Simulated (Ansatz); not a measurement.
# Two Ansatz runs on F

The cell comes from COD entry 9012471, which wasn't checked; take it as a given geometry.

First run: DFT, PBE, PAW with Ansatz's default frozen-core files, scalar-relativistic (Ansatz 0.2.0).

Command: `ansatz run input.yaml --threads 1 --pin off --max-ram 3072MiB --backend cpu --events-out ev --progress --plain --runs-dir out` The run took 21 s on 1 thread of Intel(R) Xeon(R) 6975P-C (Granite Rapids) (shared host), peak memory 0.48 GiB.

```yaml
crystal:
  lattice:
    - [2.75, -1.64, 0.0]
    - [2.75, 1.64, 0.0]
    - [-1.53601, 0.0, 7.12002]
  atoms:
    - { symbol: F, position: [0.0504, 0.0504, 0.0996] }
    - { symbol: F, position: [0.9496, 0.9496, 0.9004] }
    - { symbol: F, position: [0.505, 0.505, 0.6] }
    - { symbol: F, position: [0.495, 0.495, 0.4] }
kpoints:
  mp_grid: { grid: [11, 11, 5] }
  band_path:
    path:
      - [0.0, 0.0, 0.0]
      - [-0.3430503728, 0.3430503728, 0.0]
      - [-0.6569496272, -0.3430503728, 0.0]
      - [-0.5, -0.5, 0.0]
      - [0.0, 0.0, 0.0]
      - [-0.5, -0.5, 0.5]
      - [-0.6717665024, -0.3282334976, 0.5]
      - [-0.3282334976, 0.3282334976, 0.5]
      - [0.0, 0.0, 0.5]
    npoints: 14
scf:
  occupations: { method: fermi_dirac, width: 0.03 }
hamiltonian:
  xc: pbe
  pseudopotentials: { kind: paw }
output:
  forces: true
  stress: true
  eigenvalues: true
  efg: { contact_densities: true }
  populations: true
  bader: true
  dos: { projected: true, de: 0.2, e_range: [-14, 8] }
  write_density: true
  write_potential: true
  elf: true
  volumetric_format: npy
```

Result: converged; pressure -1.26 GPa; largest force 0.918 eV/Å; gap on the k mesh 2.34 eV (the mesh can miss the band edges); 6 SCF iterations.

A second run of a changed input logged this at its end:

```
Error: inconsistent input (magnetization.spin_polarized): false but per-atom `spin:`, `per_species`, `initial_magnetization`, `magnetic_field`, or `spin_locking` is set
```

What was wrong with the input?

A moment without spin polarisation, by this change (others could give a like log):
```diff
@@ -5,5 +5,5 @@
     - [-1.53601, 0.0, 7.12002]
   atoms:
-    - { symbol: F, position: [0.0504, 0.0504, 0.0996] }
+    - { symbol: F, position: [0.0504, 0.0504, 0.0996], spin: 2.0 }
     - { symbol: F, position: [0.9496, 0.9496, 0.9004] }
     - { symbol: F, position: [0.505, 0.505, 0.6] }
@@ -25,4 +25,5 @@
 scf:
   occupations: { method: fermi_dirac, width: 0.03 }
+  max_iter: 60
 hamiltonian:
   xc: pbe
@@ -34,9 +35,3 @@
   efg: { contact_densities: true }
   populations: true
-  bader: true
-  dos: { projected: true, de: 0.2, e_range: [-14, 8] }
-  write_density: true
-  write_potential: true
-  elf: true
-  volumetric_format: npy
```
